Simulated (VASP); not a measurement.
# NaI in VASP 6.6.1, single-point calculation

INCAR

```
LASPH = .TRUE.
PREC = Accurate
GGA = 91
NELM = 120
ISIF = 2
IBRION = -1
LWAVE = .FALSE.
SIGMA = 0.02
LREAL = .FALSE.
LCHARG = .FALSE.
ISMEAR = -1
NSW = 0
ENCUT = 520
EDIFF = 1E-7
NBANDS = 47
```

KPOINTS

```
KPOINTS created by Atomic Simulation Environment
0
Gamma
6 6 6
0 0 0
```

POSCAR

```
Na I
 1.0000000000000000
     0.0000000000000000    3.4368958848000002    3.4368958848000002
     3.4368958848000002    0.0000000000000000    3.4368958848000002
     3.4368958848000002    3.4368958848000002    0.0000000000000000
 Na  I
   1   1
Cartesian
  0.0000000000000000  0.0000000000000000  0.0000000000000000
  1.7184479424000005  1.7184479424000005  1.7184479424000005
```

The recommended PBE PAW datasets give the neutral cell 14 valence electrons.

Command

```
mpirun -np 1 vasp_std
```

OSZICAR

```
N       E                     dE             d eps       ncg     rms          rms(c)
DAV:   1     0.124402507197E+03    0.12440E+03   -0.43273E+03  1520   0.260E+02
DAV:   2     0.624240871222E+01   -0.11816E+03   -0.10529E+03  1616   0.111E+02
DAV:   3    -0.514822833966E+01   -0.11391E+02   -0.11140E+02  1814   0.309E+01
DAV:   4    -0.536479664032E+01   -0.21657E+00   -0.21634E+00  1841   0.407E+00
DAV:   5    -0.536801203824E+01   -0.32154E-02   -0.32150E-02  1835   0.502E-01    0.182E+00
DAV:   6    -0.528446424146E+01    0.83548E-01   -0.30620E-02  2034   0.438E-01    0.126E+00
DAV:   7    -0.527923700857E+01    0.52272E-02   -0.33145E-02  1939   0.417E-01    0.556E-01
DAV:   8    -0.528698440692E+01   -0.77474E-02   -0.51890E-03  1747   0.155E-01    0.973E-02
DAV:   9    -0.528744566355E+01   -0.46126E-03   -0.18194E-04  1833   0.364E-02    0.484E-02
DAV:  10    -0.528765853258E+01   -0.21287E-03   -0.83440E-05  1724   0.295E-02    0.263E-02
DAV:  11    -0.528769101078E+01   -0.32478E-04   -0.26568E-05  1818   0.127E-02    0.422E-03
DAV:  12    -0.528769700564E+01   -0.59949E-05   -0.31162E-06  1762   0.523E-03    0.188E-03
DAV:  13    -0.528769789097E+01   -0.88533E-06   -0.79335E-07  1803   0.212E-03    0.697E-04
DAV:  14    -0.528769795895E+01   -0.67978E-07   -0.44495E-08  1833   0.426E-04
   1 F= -.52876980E+01 E0= -.52876980E+01  d E =-.418845E-11
```

From OUTCAR

```
k-points           NKPTS =     16   k-points in BZ     NKDIM =     16   number of bands    NBANDS=     47

   NELECT =      14.0000    total number of electrons

   dimension x,y,z NGX =    36 NGY =   36 NGZ =   36
   dimension x,y,z NGXF=    72 NGYF=   72 NGZF=   72

  energy-cutoff  :      520.00
  volume of cell :       81.19
      direct lattice vectors                 reciprocal lattice vectors
     0.000000000  3.436895885  3.436895885    -0.145480113  0.145480113  0.145480113
     3.436895885  0.000000000  3.436895885     0.145480113 -0.145480113  0.145480113
     3.436895885  3.436895885  0.000000000     0.145480113  0.145480113 -0.145480113

 k-points in reciprocal lattice and weights: KPOINTS created by Atomic Simulation Env
   0.00000000  0.00000000  0.00000000       0.005
   0.16666667  0.00000000  0.00000000       0.037
   0.33333333  0.00000000  0.00000000       0.037
   0.50000000  0.00000000  0.00000000       0.019
   0.16666667  0.16666667  0.00000000       0.028
   0.33333333  0.16666667  0.00000000       0.111
   0.50000000  0.16666667  0.00000000       0.111
  -0.33333333  0.16666667  0.00000000       0.111
   ...

 E-fermi :  -0.2335

 k-point     1 :       0.0000    0.0000    0.0000
  band No.  band energies     occupation
      1     -22.6942      2.00000
      2     -22.6942      2.00000
      3     -22.6942      2.00000
      4     -11.2240      2.00000
      5      -0.6854      2.00000
      6      -0.6854      2.00000
      7      -0.6854      2.00000
      8       3.3254      0.00000
      9       7.3629      0.00000
     10       7.3629      0.00000
     11       7.3629      0.00000
     12       9.1560      0.00000
     13       9.1560      0.00000
     14      10.7030      0.00000
     15      11.1992      0.00000
     16      11.1992      0.00000
     17      11.1992      0.00000
     18      13.7666      0.00000
     19      19.3975      0.00000
     20      19.3975      0.00000
     21      19.3975      0.00000
     22      20.1515      0.00000
     23      20.1515      0.00000
     24      20.1515      0.00000
     25      20.3299      0.00000
     26      20.3299      0.00000
     27      20.3299      0.00000
     28      20.8535      0.00000
     29      20.8535      0.00000
     30      25.8809      0.00000
     31      26.8092      0.00000
     32      26.8092      0.00000
     33      26.8092      0.00000
     34      28.1757      0.00000
     35      28.4683      0.00000
     36      28.4683      0.00000
     37      28.4683      0.00000
     38      28.5049      0.00000
     39      28.5049      0.00000
     40      31.1001      0.00000
     41      31.1001      0.00000
     42      31.1001      0.00000
     43      31.1652      0.00000
     44      31.1652      0.00000
     45      31.1652      0.00000
     46      31.4460      0.00000
     47      31.4460      0.00000

 ...

  Total        0.9048790      0.9048790      0.9048790      0.0000000      0.0000000      0.0000000
  in kB       17.8554988     17.8554988     17.8554988      0.0000000      0.0000000      0.0000000
  external PRESSURE =      17.8554988 kB  Pullay stress =       0.0000000 kB

 POSITION                                       TOTAL-FORCE (eV/Angst)
 -----------------------------------------------------------------------------------
      0.00000      0.00000      0.00000         0.000000      0.000000      0.000000
      1.71845      1.71845      1.71845        -0.000000     -0.000000     -0.000000
 -----------------------------------------------------------------------------------
    total drift:                               -0.000000     -0.000000      0.000000

  FREE ENERGIE OF THE ION-ELECTRON SYSTEM (eV)
  ---------------------------------------------------
  free  energy   TOTEN  =        -5.2876979589 eV

  energy  without entropy=       -5.2876979589  energy(sigma->0) =       -5.28769796
```

It converged. Results: gap between bands v and c on the k mesh 4.01 eV; least direct gap on the k mesh 4.01 eV; pressure 1.8 GPa. Band v is the last that the valence electrons fill when counted band by band, and c is the next.

For comparison, a separate PBE run of the intended cell, on usual settings and not on those above, gives a gap of 3.98 eV on its mesh and a pressure of 1.8 GPa.

The run above took about 42 s on one core of a shared host (Intel Xeon Platinum 8488C) and held 0.22 GiB at most.
